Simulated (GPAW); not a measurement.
# InP (F-43m) in GPAW: notebook, part 2 of 2

GPAW 26.7.0.

### 3 Single point, PBE

Input file run.py:

```python
from ase import Atoms
from ase.dft.bandgap import bandgap
from ase.io import write
from ase.units import GPa
from gpaw import GPAW, PW

atoms = Atoms(['In', 'P'],
              cell=[[0.0, 2.9305, 2.9305],
                    [2.9305, 0.0, 2.9305],
                    [2.9305, 2.9305, 0.0]],
              scaled_positions=[[0.0, 0.0, 0.0],
                                [0.75, 0.75, 0.75]],
              pbc=True)

calc = GPAW(mode=PW(600),
            xc='PBE',
            kpts={'size': (8, 8, 8), 'gamma': True},
            occupations={'name': 'methfessel-paxton', 'order': 0, 'width': 0.012},
            nbands=18,
            convergence={'density': 1e-05, 'energy': 1e-05},
            maxiter=150,
            txt='gpaw.txt')
atoms.calc = calc
energy = atoms.get_potential_energy()
forces = atoms.get_forces()
stress = atoms.get_stress()
calc.write('gs.gpw')
write('result.traj', atoms)
print(f'Energy: {energy:.6f} eV')
print('Forces (eV/A):')
print(forces.round(4))
print('Stress (GPa):', (stress / GPa).round(3))
print('Fermi level:', round(calc.get_fermi_level(), 4), 'eV')
print(f'Gap: {bandgap(calc)[0]:.4f} eV, direct: {bandgap(calc, direct=True)[0]:.4f} eV')
```

Potentials or basis: GPAW PAW data sets (gpaw-data 1.2.1), pw.

The run is started by

```
> OMP_NUM_THREADS=1 python run.py
```

gpaw.txt:

```text
__  _  _
 | _ |_)|_||  |
 |__||  | ||/\| - 26.7.0

Input parameters:
  mode=PW(ecut=600.0),
  convergence={'density': 1e-05, 'energy': 1e-05},
  kpts=MonkhorstPack(size=(8, 8, 8), gamma=True),
  maxiter=150,
  nbands=18,
  occupations=Occupations(name='methfessel-paxton', order=0, width=0.012),
  xc=XC(name='PBE')

Diagonalizing LCAO Hamiltonian
Converting LCAO to pw mode

                     P

       In

Atoms  # Å, Bohr magnetons
|   | symbol |        x |        y |        z |    initial magnetic moments |
|---|--------|----------|----------|----------|-----------------------------|
| 0 |     In | 0.000000 | 0.000000 | 0.000000 | ( 0.0000,  0.0000,  0.0000) |
| 1 |      P | 4.395750 | 4.395750 | 4.395750 | ( 0.0000,  0.0000,  0.0000) |

Unit cell  # Å
| periodic |        x |        y |        z |  lengths |    angles |
|----------|----------|----------|----------|----------|-----------|
|      yes | 0.000000 | 2.930500 | 2.930500 | 4.144353 | 60.000000 |
|      yes | 2.930500 | 0.000000 | 2.930500 | 4.144353 | 60.000000 |
|      yes | 2.930500 | 2.930500 | 0.000000 | 4.144353 | 60.000000 |

Number of symmetries: 24
Symmetry operations  # r_c * U_cc + t_c -> r_c
|    | kind |            matrix            |
|----|------|------------------------------|
|  0 |  E   |  1, 0, 0,  0, 1, 0,  0, 0, 1 |
|  1 |  σ   |  1, 0, 0,  0, 0, 1,  0, 1, 0 |
|  2 |  σ   |  1, 0,-1,  0, 1,-1,  0, 0,-1 |
|  3 |  C3  |  1, 0,-1,  0, 0,-1,  0, 1,-1 |
|  4 |  C3  |  1,-1, 0,  0,-1, 1,  0,-1, 0 |
|  5 |  σ   |  1,-1, 0,  0,-1, 0,  0,-1, 1 |
|  6 |  σ   |  0, 1, 0,  1, 0, 0,  0, 0, 1 |
|  7 |  C3  |  0, 1, 0,  0, 0, 1,  1, 0, 0 |
|  8 |  C2  |  0, 1,-1,  1, 0,-1,  0, 0,-1 |
|  9 |  S4  |  0, 1,-1,  0, 0,-1,  1, 0,-1 |
| 10 |  C3  |  0, 0, 1,  1, 0, 0,  0, 1, 0 |
| 11 |  σ   |  0, 0, 1,  0, 1, 0,  1, 0, 0 |
| 12 |  S4  |  0, 0,-1,  1, 0,-1,  0, 1,-1 |
| 13 |  C3  |  0, 0,-1,  0, 1,-1,  1, 0,-1 |
| 14 |  S4  |  0,-1, 1,  1,-1, 0,  0,-1, 0 |
| 15 |  C2  |  0,-1, 1,  0,-1, 0,  1,-1, 0 |
| 16 |  C3  |  0,-1, 0,  1,-1, 0,  0,-1, 1 |
| 17 |  S4  |  0,-1, 0,  0,-1, 1,  1,-1, 0 |
| 18 |  S4  | -1, 1, 0, -1, 0, 1, -1, 0, 0 |
| 19 |  C3  | -1, 1, 0, -1, 0, 0, -1, 0, 1 |
| 20 |  C3  | -1, 0, 1, -1, 1, 0, -1, 0, 0 |
| 21 |  S4  | -1, 0, 1, -1, 0, 0, -1, 1, 0 |
| 22 |  σ   | -1, 0, 0, -1, 1, 0, -1, 0, 1 |
| 23 |  C2  | -1, 0, 0, -1, 0, 1, -1, 1, 0 |

BZ-sampling:
  Number of BZ points: 512
  Number of IBZ points: 29

  Monkhorst-Pack size: [8, 8, 8]
  Monkhorst-Pack shift: [0.0625, 0.0625, 0.0625]

K-points  # in reciprocal-cell coordinates
[... 71 lines left out ...]
      type: gauss
      rc: 0.30  # [Å]
      lmax: 2
    cutoffs:
      filter: 1.69  # [Å]
      core: 1.81  # [Å]
    projectors
    | kind |    occ | energy [eV] | rcut [Å] |
    |------|--------|-------------|----------|
    |   3s |  2.000 |     -13.968 |    0.953 |
    |   3p |  3.000 |      -5.506 |    0.953 |
    |    s |        |      13.244 |    0.953 |
    |    p |        |      21.705 |    0.953 |
    |    d |        |       0.000 |    0.953 |

    Using partial waves for P as LCAO basis

Reference energy: -169278.333319  # eV

eigensolver:
  PPCG
  Converge bands: occupied
  niter=2

density mixing:
  MSR1-Mixer
  Pratt-step length: 0.05
  Maximum mixing coefficient: 0.75
  Old densities: 10
  SVD Regularization: 0.005
  Good broyden scale: 1.0
  Trust region scale: 1.0
  Backstep threshold: 4.0
  History deletion threshold: 6.0
  Fourier metric: weight=20.0, sigma=0.015

occupation numbers:
  Methfessel-Paxton:
    width: 0.0120  # eV
    order: 0

poisson solver:
  ecut: 4800.0  # eV

xc functional:
  name: PBE with 2 nearest neighbor stencil

convergence criteria:
- Maximum integral of absolute [dens]ity change: 1e-05 electrons / valence electron
- Maximum [total energy] change in last 3 cyles: 1e-05 eV / valence electron
- Maximum integral of absolute [eigenst]ate change: 4e-08 eV^2 / valence electron
maximum number of iterations: 150

SCF iterations
|iter     | |      energy | eigst |  dens |
|---------|-|-------------|-------|-------|
|iter:   1| |   -8.967221 | -0.28 |       |
|iter:   2| |   -8.891188 | -2.21 | -1.11 |
|iter:   3| |   -8.612393 | -1.76 | -1.16 |
|iter:   4| |   -8.612338 | -3.19 | -1.74 |
|iter:   5| |   -8.612448c| -3.94 | -2.24 |
|iter:   6| |   -8.612495c| -5.37 | -3.03 |
|iter:   7| |   -8.612500c| -6.47 | -3.53 |
|iter:   8| |   -8.612500c| -7.93c| -4.58 |
|iter:   9| |   -8.612500c| -8.29c| -5.33c|

Converged in 9 steps
Energy contributions relative to reference atoms: (reference = -169278.333319)

Energy contributions:
  Kinetic:          22.519718
  Coulomb:         -20.607864
  Zero:              0.128393
  External:          0.000000
  Xc:              -10.652746
  Entropy:          -0.000000
  Spinorbit:         0.000000
  ----------------------------
  Free energy:      -8.612500
  Extrapolated:     -8.612500

dipole moment: (-16.908367, -16.908367, -16.908367)  # |e|*Ang

Fermi level: 4.978
Eigenvalues  # (at kpt = [0.000, 0.000, 0.000])
| band index |      eig [eV] | occ [0-2] |
|------------|---------------|-----------|
|          0 |        -9.182 |     2.000 |
|          1 |        -9.182 |     2.000 |
|          2 |        -9.182 |     2.000 |
|          3 |        -9.028 |     2.000 |
|          4 |        -9.028 |     2.000 |
|          5 |        -6.605 |     2.000 |
[... 10 lines left out ...]
|         16 |        16.132 |     0.000 |
|         17 |        16.132 |     0.000 |

Gap: 0.711 eV
Transition (v -> c):
  (s=0, k=0, n=8, [0.00, 0.00, 0.00]) -> (s=0, k=0, n=9, [0.00, 0.00, 0.00])
No difference between direct/indirect transitions

Forces  # eV/Ang
|        x |        y |        z |
|----------|----------|----------|
|  0.00000 | -0.00000 | -0.00000 |  # In   0
| -0.00000 |  0.00000 | -0.00000 |  # P    1

Stress tensor  # eV/Ang^3
|         x |         y |         z |
|-----------|-----------|-----------|
| -0.019000 | -0.000000 |  0.000000 |
| -0.000000 | -0.019000 |  0.000000 |
|  0.000000 |  0.000000 | -0.019000 |

# Writing to gs.gpw (mode='')
```

stdout:

```text
Energy: -8.612500 eV
Forces (eV/A):
[[ 0. -0. -0.]
 [-0.  0. -0.]]
Stress (GPa): [-3.044 -3.044 -3.044  0.     0.    -0.   ]
Fermi level: 4.9784 eV
Gap: 0.7109 eV, direct: 0.7109 eV
```

Run time: 16 s. Hardware: 1 thread of Arm Neoverse V1, shared host; peak memory 0.16 GiB.

What came out:

```
Free energy            : -8.6125 eV
Pressure               : 3.0 GPa
Band gap on the k mesh : 0.71 eV, direct
```

Caveat: spin-orbit coupling is left out, which moves the levels of the heavy elements.

### 4 Single point, PBE

Input file run.py:

```python
from ase.dft.bandgap import bandgap
from ase.io import read, write
from ase.units import GPa
from gpaw import GPAW, PW

atoms = read('InP.xyz')

calc = GPAW(mode=PW(600),
            xc='PBE',
            kpts={'size': (8, 8, 8), 'gamma': True},
            occupations={'name': 'methfessel-paxton', 'order': 0, 'width': 0.013000000000000001},
            nbands=18,
            convergence={'density': 1e-05, 'energy': 1e-05},
            maxiter=150,
            txt='gpaw.txt')
atoms.calc = calc
energy = atoms.get_potential_energy()
forces = atoms.get_forces()
stress = atoms.get_stress()
calc.write('gs.gpw')
write('result.traj', atoms)
print(f'Energy: {energy:.6f} eV')
print('Forces (eV/A):')
print(forces.round(4))
print('Stress (GPa):', (stress / GPa).round(3))
print('Fermi level:', round(calc.get_fermi_level(), 4), 'eV')
print(f'Gap: {bandgap(calc)[0]:.4f} eV, direct: {bandgap(calc, direct=True)[0]:.4f} eV')
```

Input file InP.xyz:

```xyz
2
Lattice="0.0000000000 2.9305000000 2.9305000000 2.9305000000 0.0000000000 2.9305000000 2.9305000000 2.9305000000 0.0000000000" Properties=species:S:1:pos:R:3 pbc="T T T"
In     0.0000000000      0.0000000000      0.0000000000
P      4.3957500000      4.3957500000      4.3957500000
```

The run is started by

```
> OMP_NUM_THREADS=1 python run.py
```

Wall time 16 s (1 thread of Arm Neoverse V1, shared host); peak memory 0.16 GiB.

It converged, with:

* Free energy: -8.6125 eV
* Pressure: 3.0 GPa
* Band gap on the k mesh: 0.71 eV, direct

Levels at points of the mesh, in eV from the valence-band top:
```tsv
k point	band 5	band 6	band 7	band 8	band 9	band 10	band 11	band 12	band 13	band 14
(0.00, 0.00, 0.00)	-13.95	-11.52	0.00	0.00	0.00	0.71	4.06	4.06	4.06	8.61
(0.50, 0.50, 0.00)	-13.91	-9.14	-5.75	-2.33	-2.33	1.76	2.28	9.21	9.57	9.57
(0.50, 0.50, 0.50)	-13.93	-9.79	-5.73	-0.98	-0.98	1.50	4.80	4.80	7.11	9.49
```

Caveat: spin-orbit coupling is left out, which moves the levels of the heavy elements.

### 5 Single point, PBE

Edit run.py of step 4 so:

```diff
@@ -1,3 +1,4 @@
+from ase import Atoms
 from ase.dft.bandgap import bandgap
-from ase.io import read, write
+from ase.io import write
 from ase.units import GPa
@@ -5,3 +6,9 @@
 
-atoms = read('InP.xyz')
+atoms = Atoms(['In', 'P'],
+              cell=[[0.0, 2.9305, 2.9305],
+                    [2.9305, 0.0, 2.9305],
+                    [2.9305, 2.9305, 0.0]],
+              scaled_positions=[[0.0, 0.0, 0.0],
+                                [0.75, 0.75, 0.75]],
+              pbc=True)
 
@@ -10,3 +17,3 @@
             kpts={'size': (8, 8, 8), 'gamma': True},
-            occupations={'name': 'methfessel-paxton', 'order': 0, 'width': 0.013000000000000001},
+            occupations={'name': 'methfessel-paxton', 'order': 0, 'width': 0.014},
             nbands=18,
```

The run is started by

```
> OMP_NUM_THREADS=1 python run.py
```

It took 16 s on 1 thread of Arm Neoverse V1, shared host; peak memory 0.16 GiB.

The run converged. Its results:

| Item | Value |
| --- | --- |
| Free energy | -8.6125 eV |
| Pressure | 3.0 GPa |
| Band gap on the k mesh | 0.71 eV, direct |

Levels at points of the mesh, in eV from the valence-band top:
```tsv
k point	band 5	band 6	band 7	band 8	band 9	band 10	band 11	band 12	band 13	band 14
(0.00, 0.00, 0.00)	-13.95	-11.52	0.00	0.00	0.00	0.71	4.06	4.06	4.06	8.61
(0.50, 0.50, 0.00)	-13.91	-9.14	-5.75	-2.33	-2.33	1.76	2.28	9.21	9.57	9.57
(0.50, 0.50, 0.50)	-13.93	-9.79	-5.73	-0.98	-0.98	1.50	4.80	4.80	7.11	9.49
```

Caveat: spin-orbit coupling is left out, which moves the levels of the heavy elements.

### 6 Overview

| task | level | potentials or basis | cell | smearing | eigensolver | optimizer | fmax | max steps | convergence | gap on the mesh (eV) | pressure (GPa) |
| --- | --- | --- | --- | --- | --- | --- | --- | --- | --- | --- | --- |
| relaxation of cell and atoms | BLYP | PAW data sets generated in the run's folder for this functional, pw | relaxed | fermi-dirac 0.05 eV | davidson | LBFGS | 0.05 eV/Å | 40 | density=1e-05 forces=0.0001 | none | 0.1 |
| single point | PBE | GPAW PAW data sets (gpaw-data 1.2.1), pw | as given | gaussian 0.012 eV | - | - | - | - | - | 0.71 | 3.0 |
| single point | PBE | GPAW PAW data sets (gpaw-data 1.2.1), pw | as given | gaussian 0.013 eV | - | - | - | - | - | 0.71 | 3.0 |
| single point | PBE | GPAW PAW data sets (gpaw-data 1.2.1), pw | as given | gaussian 0.014 eV | - | - | - | - | - | 0.71 | 3.0 |

Alike in all rows: no spin polarisation; k mesh 8 × 8 × 8; cutoff (eV) 600.

Caveats: spin-orbit coupling is left out, which moves the levels of the heavy elements (some runs); later steps reuse the first step's grids (some runs).

Total energies depend on the potentials used, so only differences within one code and one set of settings carry meaning.

### 7 Against experiment

Step 3. Measured gap of InP: 1.4236 eV (direct; 1.6 K; a printed reference work, data compilation). This calculation gives 0.71 eV (-0.71 eV). Spin-orbit coupling on In is left out. The value is that of PBE, without temperature or zero-point motion. Semilocal functionals fall short of measured gaps as a rule.

Step 4. Against the measured gap of InP, 1.4236 eV (direct; 1.6 K; a printed reference work, data compilation), the calculated 0.71 eV is off by -0.71 eV. Spin-orbit coupling on In is left out. The value is that of PBE, without temperature or zero-point motion. Semilocal functionals fall short of measured gaps as a rule.

Step 5. Measured gap of InP: 1.4236 eV (direct; 1.6 K; a printed reference work, data compilation). This calculation gives 0.71 eV (-0.71 eV). Spin-orbit coupling on In is left out. The value is that of PBE, without temperature or zero-point motion. Semilocal functionals fall short of measured gaps as a rule.
